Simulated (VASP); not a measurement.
Runs of VASP 6.6.1 on KBr. The structure is cubic, space group Pm-3m (No. 221). The conventional cell has a = 4.043 Å, b = 4.043 Å, c = 4.043 Å, α = 90.00°, β = 90.00°, γ = 90.00°. Br (site symmetry m-3m) is surrounded by 8 K at 3.50 Å. Around K (site symmetry m-3m) lie 8 Br at 3.50 Å. Measurements of this composition are mostly on another form, of space group No. 225.

```csv
task,level,potentials or basis,k mesh,cutoff (eV),smearing,grid for exact exchange (PRECFOCK),exchange at q = 0,share of exact exchange,other keys,gap on the mesh (eV),pressure (GPa)
single point,LDA,"VASP PAW LDA potentials, release 64 (Br_GW, K_sv_GW)",7 × 7 × 7,550,gaussian 0.05 eV,-,-,-,-,(b),(a)
band structure,r2SCAN-EpsX,"VASP PAW PBE potentials, release 64 (Br, K_sv)",4 × 4 × 4,600,gaussian 0.05 eV,Fast,default,0.355,ENCUT = 600; NELMIN = 4,-,-1.1
optical spectrum,TPSS+D2,"VASP PAW PBE potentials, release 64 (Br, K_sv)",7 × 7 × 7,520,"tetrahedron, uncorrected 0.1 eV",-,-,-,ISMEAR = -4; SIGMA = 0.1; NBANDS = 9,4.25,-2.2
density of states,RPBE+D4,"VASP PAW PBE potentials, release 64 (Br, K_sv)",7 × 7 × 7,520,gaussian 0.1 eV,-,-,-,-,4.20,0.2
```

Alike in all rows: no spin polarisation; cell as given.

Task: Estimate the missing entries.

Result: (a) -2.7; (b) 3.50.

Caveats: an odd mesh through Γ misses points on the zone boundary, where band edges often lie (some runs); the PAW data sets were made with another functional, which shifts forces and pressure a little (some runs); an unscreened hybrid on a path of extra k points without a Coulomb cutoff has errors near the mesh points, so the bands along the path aren't reliable (some runs); spectra need much finer meshes, so this one isn't converged (some runs); independent-particle spectra lack excitons (some runs).

A k mesh can miss the band edges, and the runs leave out spin-orbit coupling on Br.
